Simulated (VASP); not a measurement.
Here is a VASP 6.6.1 calculation.

File INCAR:

```
ALGO = Normal
EDIFF = 1E-6
EDIFFG = -0.01
ENCUT = 600
GGA = PE
IBRION = 2
ISIF = 3
ISMEAR = 0
KPAR = 4
LASPH = True
LCHARG = False
LREAL = False
LWAVE = False
NELM = 80
NSW = 90
PREC = Accurate
PSTRESS = 307.0
SIGMA = 0.03
```

The input KPOINTS:

```
k-points
0
Gamma
  8 8 2
```

Contents of POSCAR:

```
GaP
1.0
    2.3105000000     -2.4635000000      0.0000000000
    2.3105000000      2.4635000000      0.0000000000
    0.0000000000      0.0000000000     13.3350000000
P Ga
6 6
Direct
    0.6110000000      0.3890000000      0.0703000000
    0.3890000000      0.6110000000      0.9297000000
    0.3890000000      0.6110000000      0.5703000000
    0.6110000000      0.3890000000      0.4297000000
    0.8916000000      0.1084000000      0.2500000000
    0.1084000000      0.8916000000      0.7500000000
    0.8936000000      0.1064000000      0.5909000000
    0.1064000000      0.8936000000      0.4091000000
    0.1064000000      0.8936000000      0.0909000000
    0.8936000000      0.1064000000      0.9091000000
    0.4151000000      0.5849000000      0.2500000000
    0.5849000000      0.4151000000      0.7500000000
```

Potentials or basis: VASP PAW PBE potentials, release 64 (P, Ga_d).

Command:

```sh
$ cat potpaw_PBE.64/P/POTCAR potpaw_PBE.64/Ga_d/POTCAR > POTCAR
$ mpirun -np 4 vasp_std > vasp.out
```

(1) What does it give for the space group after relaxing (to 0.05 Å)?

(2) Estimate the relaxed volume.

## Answers

(1) Cmcm (No. 63).

(2) 13.43 Å³/atom.

Caveat: the cell is relaxed towards a set pressure, so the enthalpy falls and the energy may rise.
